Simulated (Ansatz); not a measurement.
## Computed properties of Cl

```yaml
crystal:
  lattice:
    - [3.66815, 0.00000, 0.00000]
    - [-1.83407, 3.17671, 0.00000]
    - [0.00000, 0.00000, 3.92422]
  atoms:
    - { symbol: Cl, position: [0.33333, 0.66667, 0.25000] }
    - { symbol: Cl, position: [0.66667, 0.33333, 0.75000] }
```

Atoms are numbered in the order listed.

The conventional cell has a = 3.668 Å, b = 3.668 Å, c = 3.924 Å, α = 90.00°, β = 90.00°, γ = 120.00°. Cl (atom 1) is surrounded by 6 Cl at 2.89 Å.

The structure comes from a relaxation in the same program, started in the hcp type, and has space group P6_3/mmc. Whether it is a known phase or the ground state wasn't checked.

Method: DFT, PBE, all-electron LAPW, scalar-relativistic in Ansatz 0.2.0.

Numerical set-up: a Γ-centred 19×19×10 k mesh, Fermi–Dirac smearing of 0.03 eV, basis error target 1 meV/atom, no spin polarisation.

```yaml
Band_gap: "none: bands cross the Fermi level, a metal"
Density_of_states_at_the_Fermi_level_0.2_eV_bin: 3.05 states/eV per cell
Volume_per_atom: 22.86 Å³
Pressure_at_this_cell: 0.01 GPa
```
